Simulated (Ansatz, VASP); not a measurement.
## AlNi3: VASP beside Ansatz

The input INCAR:

```
SYSTEM = AlNi3
PREC = Accurate
ENCUT = 520
EDIFF = 1E-6
ISMEAR = 0
SIGMA = 0.1
LREAL = .FALSE.
LASPH = .TRUE.
NELM = 150
ALGO = Normal
ISIF = 2
LWAVE = .FALSE.
LCHARG = .TRUE.
ISPIN = 2
MAGMOM = 0 0.5 0.5 0.5
LORBIT = 11
LMAXMIX = 4
GGA = PS
LELF = .TRUE.
LVHAR = .TRUE.
NBANDS = 28
```

File KPOINTS:

```
Automatic mesh
0
G
  6 6 6
  0 0 0
```

POSCAR

```
AlNi3
1.0
    3.5680000000      0.0000000000      0.0000000000
    0.0000000000      3.5680000000      0.0000000000
    0.0000000000      0.0000000000      3.5680000000
Al Ni
1 3
Direct
    0.0000000000      0.0000000000      0.0000000000
    0.0000000000      0.5000000000      0.5000000000
    0.5000000000      0.0000000000      0.5000000000
    0.5000000000      0.5000000000      0.0000000000
```

Input for Ansatz:

```yaml
crystal:
  lattice:
    - [3.568, 0.0, 0.0]
    - [0.0, 3.568, 0.0]
    - [0.0, 0.0, 3.568]
  atoms:
    - { symbol: Al, position: [0.0, 0.0, 0.0] }
    - { symbol: Ni, position: [0.0, 0.5, 0.5], spin: 0.5 }
    - { symbol: Ni, position: [0.5, 0.0, 0.5], spin: 0.5 }
    - { symbol: Ni, position: [0.5, 0.5, 0.0], spin: 0.5 }
magnetization:
  spin_polarized: true
scf:
  occupations: { method: gaussian, width: 0.1 }
output:
  forces: true
  stress: true
  populations: true
  write_density: true
  write_potential: true
  elf: true
  volumetric_format: npy
hamiltonian:
  xc: pbesol
kpoints:
  mp_grid: { grid: [6, 6, 6] }
```

Alike in both runs: task single point; functional PBEsol; k mesh 6 × 6 × 6; occupations gaussian, width 0.1 eV; collinear spin.

|  | VASP | Ansatz |
| --- | --- | --- |
| version | VASP 6.6.1 | Ansatz 0.2.0 |
| potentials or method | VASP PAW PBE potentials, release 64 (Al, Ni) | scalar-relativistic, plane waves, PAW |
| plane-wave cutoff (eV) | 520 | 420 |
| valence electrons in the cell | 33 | 57 |

|  | VASP | Ansatz | Ansatz less VASP |
| --- | --- | --- | --- |
| gap on the k mesh at the Fermi level (eV) | none | none | - |
| pressure (GPa) | -7.4 | -7.6 | -0.25 |
| net moment per atom (μB) | 0.18 | 0.18 | +0.002 |
| size of the moment on the site where the two differ most (μB) | 0.25 | 0.27 | +0.014 |

Site moments also hang on the region over which each program counts them. A gap of «none» marks a metal or a gap that the smearing closes. The two sets of potentials don't hold the same shells in valence.

Caveats: the PAW data sets were made with another functional, which shifts forces and pressure a little (VASP).
